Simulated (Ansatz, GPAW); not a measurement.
This is a calculation of MnSb for Ansatz 0.2.0. The cell comes from a database or a generator and needn't be the stable form of this composition.

The input input.yaml:

```yaml
crystal:
  lattice:
    - [0.0, 2.795016, 2.795016]
    - [2.795016, 0.0, 2.795016]
    - [2.795016, 2.795016, 0.0]
  atoms:
    - { symbol: Sb, position: [0.5, 0.5, 0.5] }
    - { symbol: Mn, position: [0.0, 0.0, 0.0], spin: 4.0 }
kpoints:
  mp_grid: { grid: [8, 8, 8] }
scf:
  occupations: { method: gaussian, width: 0.1 }
hamiltonian:
  xc: pbesol
  pseudopotentials: { kind: all_electron, lapw: { basis_error: 0.001 } }
magnetization:
  spin_polarized: true
output:
  forces: true
  stress: true
  eigenvalues: true
```

Potentials or basis: all-electron LAPW, scalar-relativistic.

Command:

```sh
$ ansatz run input.yaml --threads 2 --pin off --max-ram 6144MiB --backend cpu --events-out ev --progress --plain --runs-dir out
```

Question: What does the same run look like in GPAW 26.7.0 (ASE script)? Potentials or basis there: PAW data sets generated for this functional, cutoff 600 eV.

Answer: As run (cutoffs and basis follow the program's own potentials, and thresholds, step limits or extra output files can differ):

run.py

```python
from ase.dft.bandgap import bandgap
from ase.io import read, write
from ase.units import Bohr, GPa
from gpaw import GPAW, PW, setup_paths
from gpaw.elf import elf_from_dft_calculation

setup_paths.insert(0, '.')

atoms = read('POSCAR')
atoms.set_initial_magnetic_moments([0.0, 4.0])

calc = GPAW(mode=PW(600),
            xc='PBEsol',
            kpts={'size': (8, 8, 8), 'gamma': True},
            occupations={'name': 'methfessel-paxton', 'order': 0, 'width': 0.1},
            nbands=27,
            convergence={'density': 1e-05, 'energy': 1e-05},
            maxiter=150,
            txt='gpaw.txt')
atoms.calc = calc
energy = atoms.get_potential_energy()
forces = atoms.get_forces()
stress = atoms.get_stress()
calc.write('gs.gpw')
write('result.traj', atoms)
print(f'Energy: {energy:.6f} eV')
print('Forces (eV/A):')
print(forces.round(4))
print('Stress (GPa):', (stress / GPa).round(3))
print('Moments:', calc.get_magnetic_moments().round(3))
print('Fermi level:', round(calc.get_fermi_level(), 4), 'eV')
print(f'Gap: {bandgap(calc)[0]:.4f} eV, direct: {bandgap(calc, direct=True)[0]:.4f} eV')

# fields on the real-space grid
write('density.cube', atoms, data=calc.get_pseudo_density() * Bohr**3)
write('potential.cube', atoms, data=calc.get_electrostatic_potential())
write('spin.cube', atoms, data=(calc.get_pseudo_density(spin=0) - calc.get_pseudo_density(spin=1)) * Bohr**3)
write('elf.cube', atoms, data=elf_from_dft_calculation(calc).data)
```

File POSCAR:

```
MnSb
1.0
    0.0000000000      2.7950160000      2.7950160000
    2.7950160000      0.0000000000      2.7950160000
    2.7950160000      2.7950160000      0.0000000000
Sb Mn
1 1
Direct
    0.5000000000      0.5000000000      0.5000000000
    0.0000000000      0.0000000000      0.0000000000
```

Potentials or basis: PAW data sets generated in the run's folder for this functional, pw.

The run is started by

```sh
$ gpaw-setup -f PBEsol Mn Sb
$ OMP_NUM_THREADS=1 python run.py
```

Both were run:

|  | Ansatz | GPAW |
| --- | --- | --- |
| Pressure | -4.1 GPa | -4.4 GPa |
| Net moment | 3.84 μB per cell | 3.83 μB per cell |

Where Ansatz's input types no cutoff or centring, it takes its own default and a Γ-centred mesh.

The magnetic state is the one that the start led to; the real crystal's order can differ.

Pressure is positive in compression.
